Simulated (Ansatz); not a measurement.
Structures of SnGe2: which is lowest?

Plane-wave DFT in Ansatz with scalar-relativistic PAW potentials, cutoff 420 eV, Γ-centred meshes chosen by cell and gap, Gaussian smearing with energies taken to zero width. Every cell was relaxed (cell and atoms) in a run of its own, within the symmetry of its start. Functional: PBEsol.

Relaxed structures (starts from databases or built by putting these elements on another compound's sites):
A. Fm-3m, 3 atoms in the computed cell, a = 6.673 Å; sites (symmetry × multiplicity) Sn m-3m × 4, Ge -43m × 8; start: built
B. P6_3/mmc, 6 atoms in the computed cell, a = 5.026 Å, c = 5.777 Å; sites (symmetry × multiplicity) Ge -3m. × 2 + -6m2 × 2, Sn -6m2 × 2; start: built
C. Fddd, 6 atoms in the computed cell, a = 5.666 Å, b = 8.774 Å, c = 10.208 Å; sites (symmetry × multiplicity) Sn 222 × 8, Ge .2. × 16; start: built

**Question.** Rank them by energy. Could pressure change the order?

**Answer.**
| structure | group | E − E(lowest) (meV/atom) | V (Å³/atom) | gap on mesh (eV) |
| --- | --- | --- | --- | --- |
| C | Fddd | 0.0 | 21.15 | 0.00 |
| B | P6_3/mmc | 12.3 | 21.06 | 0.00 |
| A | Fm-3m | 142 | 24.76 | 0.00 |

C is lowest, 12 meV/atom under B. The two lowest differ in volume by under 3 %, too little for a first-order estimate of what pressure does to that pair (other pairs aren't weighed here); with rigid cells even 3 % in favour of the higher one would need about 3 GPa. Other structures may lie lower than all of these, and vibrations aren't counted.